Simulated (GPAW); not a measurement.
Set up this calculation in GPAW 26.7.0, as an ASE script.

- Task: band structure
- Functional: BLYP
- Potentials or basis: PAW data sets generated in the run's folder for this functional
- Cutoff: 600 eV
- Basis: pw
- k mesh: 7 × 7 × 7
- Occupations: fermi-dirac, width 0.05 eV
- Spin: no spin polarisation
- Eigensolver: davidson
- Maxiter: 150
- Band path: GXWKGLUWLK,UX
- Band points: 80

The structure of TePb lies in TePb.xyz:

```xyz
2
Lattice="0.0000000000 3.2310000000 3.2310000000 3.2310000000 0.0000000000 3.2310000000 3.2310000000 3.2310000000 0.0000000000" Properties=species:S:1:pos:R:3 pbc="T T T"
Pb     0.0000000000      0.0000000000      0.0000000000
Te     3.2310000000      3.2310000000      3.2310000000
```

One way to write it, as run:

run.py

```python
from ase.dft.bandgap import bandgap
from ase.io import read, write
from ase.units import GPa
from gpaw import GPAW, PW, setup_paths

setup_paths.insert(0, '.')

atoms = read('TePb.xyz')

calc = GPAW(mode=PW(600),
            xc='BLYP',
            kpts={'size': (7, 7, 7), 'gamma': True},
            occupations={'name': 'fermi-dirac', 'width': 0.05},
            nbands=19,
            convergence={'density': 1e-05, 'energy': 1e-05},
            eigensolver='davidson',
            maxiter=150,
            txt='gpaw.txt')
atoms.calc = calc
energy = atoms.get_potential_energy()
forces = atoms.get_forces()
stress = atoms.get_stress()
calc.write('gs.gpw')
write('result.traj', atoms)
print(f'Energy: {energy:.6f} eV')
print('Forces (eV/A):')
print(forces.round(4))
print('Stress (GPa):', (stress / GPa).round(3))
print('Fermi level:', round(calc.get_fermi_level(), 4), 'eV')
print(f'Gap: {bandgap(calc)[0]:.4f} eV, direct: {bandgap(calc, direct=True)[0]:.4f} eV')

path = atoms.cell.bandpath('GXWKGLUWLK,UX', npoints=80, eps=1e-4)
bs_calc = calc.fixed_density(kpts=path, symmetry='off', nbands=32,
                             convergence={'bands': 'CBM+6.0', 'eigenstates': 1e-6}, txt='bands.txt')
bs = bs_calc.band_structure()
bs.write('bs.json')
print(f'Gap on the path: {bandgap(bs_calc)[0]:.4f} eV')
```

Potentials or basis: PAW data sets generated in the run's folder for this functional, pw.

Command:

```sh
$ gpaw-setup -f BLYP Pb Te
$ OMP_NUM_THREADS=1 python run.py
```

It gave:

```json
{
 "Pressure": "5.1 GPa",
 "Band gap along the path": "0.80 eV, direct"
}
```

Caveat: this odd mesh misses L, where the gap lies, so gap, dielectric constants and Born charges aren't listed; spin-orbit coupling is left out, which moves the levels of the heavy elements.

Run time: 74 s on 1 thread of Arm Neoverse V2, with other jobs on the host, peak memory 0.31 GiB.
